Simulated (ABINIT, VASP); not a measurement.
This is a calculation of Fe for ABINIT 10.8.3 (patched build). 

Contents of run.abi:

```
pp_dirpath "./"
pseudos "Fe.upf"

acell 3*1.0 Angstrom
rprim
    -1.4430000000     1.4430000000     1.4430000000
     1.4430000000    -1.4430000000     1.4430000000
     1.4430000000     1.4430000000    -1.4430000000
ntypat 1
znucl 26
natom 1
typat 1
xred
     0.0000000000     0.0000000000     0.0000000000

ecut 45.0

kptopt 1
ngkpt 13 13 13
nshiftk 1
shiftk 0.0 0.0 0.0

ixc -116133

nband 13
occopt 3
tsmear 0.05 eV

nsppol 2
spinat
     0.0000000000     0.0000000000     3.0000000000

nstep 100
tolvrs 1.0e-10

iomode 3
prtwf 0
prteig 0
prtebands 0
enunit 2
prtden 1
prtvha 1
prtvclmb 1
prtpot 1
```

Potentials or basis: PseudoDojo NC SR PBEsol v0.4.1 standard.

Run with:

```sh
$ abinit run.abi > log 2>&1
```

Question: Translate it to VASP 6.6.1. Potentials or basis there: PBE PAW files Fe, 520 eV.

Answer: As run (cutoffs and basis follow the program's own potentials, and thresholds, step limits or extra output files can differ):

INCAR

```
SYSTEM = Fe
ALGO = Normal ; EDIFF = 1E-7
ENCUT = 520 ; GGA = PS
ISIF = 2 ; ISMEAR = -1
ISPIN = 2 ; LASPH = .True.
LCHARG = .True. ; LELF = .True.
LMAXMIX = 4 ; LORBIT = 11
LREAL = .False. ; LVHAR = .True.
LWAVE = .False. ; MAGMOM = 3
NBANDS = 14 ; NELM = 100
PREC = Accurate ; SIGMA = 0.05
```

KPOINTS

```
k-points
0
Gamma
  13 13 13
  0 0 0
```

The input POSCAR:

```
Fe
1.0
   -1.4430000000      1.4430000000      1.4430000000
    1.4430000000     -1.4430000000      1.4430000000
    1.4430000000      1.4430000000     -1.4430000000
Fe
1
Direct
    0.0000000000      0.0000000000      0.0000000000
```

Potentials or basis: VASP PAW PBE potentials, release 64 (Fe).

Run with:

```sh
$ cat potpaw_PBE.64/Fe/POTCAR > POTCAR
$ mpirun -np 1 vasp_std > vasp.out
```

Both were run:

|  | ABINIT | VASP |
| --- | --- | --- |
| Pressure | -15.6 GPa | -17.4 GPa |
| Net moment | 2.38 μB per cell | 2.29 μB per cell |
| Valence electrons inside the program's atomic spheres | Fe 14.06 (radii [1.0584] Å) | Fe 7.16 |

The potentials hold 16 and 8 valence electrons a cell.

VASP's potentials were made for PBE.

The magnetic state is the one that the start led to; the real crystal's order can differ.

The cell lies far from this level's equilibrium.

Pressure is positive in compression.
